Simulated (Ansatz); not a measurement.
The system is TiO2.

```
Ti O
1.0
     4.59984    0.00000    0.00000
     0.00000    4.59984    0.00000
     0.00000    0.00000    2.95921
Ti O
2 4
Direct
  0.00000 0.00000 0.50000
  0.50000 0.50000 0.00000
  0.30432 0.30432 0.50000
  0.19568 0.80432 0.00000
  0.80432 0.19568 0.00000
  0.69568 0.69568 0.50000
```

The cell is a database's computed one.

Base run:

| Quantity | Value |
| --- | --- |
| Program | Ansatz 0.2.0 |
| Functional | BLYP |
| Potentials or basis | Ansatz PAW |
| Cutoff | 420 eV (not typed: the program's choice for these potentials) |
| k mesh | 6 × 6 × 9 |
| Occupations | fermi-dirac, width 0.05 eV |
| Spin | no spin polarisation |

Its results: band gap on the k mesh 1.86 eV, direct; pressure 9.9 GPa; largest force 0.067 eV/Å.

Question: The run is repeated on the same cell with these changes: functional from BLYP to PBEsol. What comes out?

Answer: Band gap on the k mesh 1.83 eV, direct; pressure -2.8 GPa; largest force 0.069 eV/Å.

PBEsol binds more tightly than BLYP, so the same cell stands under less pressure.

Caveats: odd divisions of the mesh miss points on the zone boundary, where band edges often lie, so the gap on the mesh can be too wide; the PAW data sets come from PBE, with cores solved anew for the run's functional, which leaves a small shift of forces and pressure; the density of states is complete only up to the lowest level of the last band computed.

A k mesh can miss the band edges.
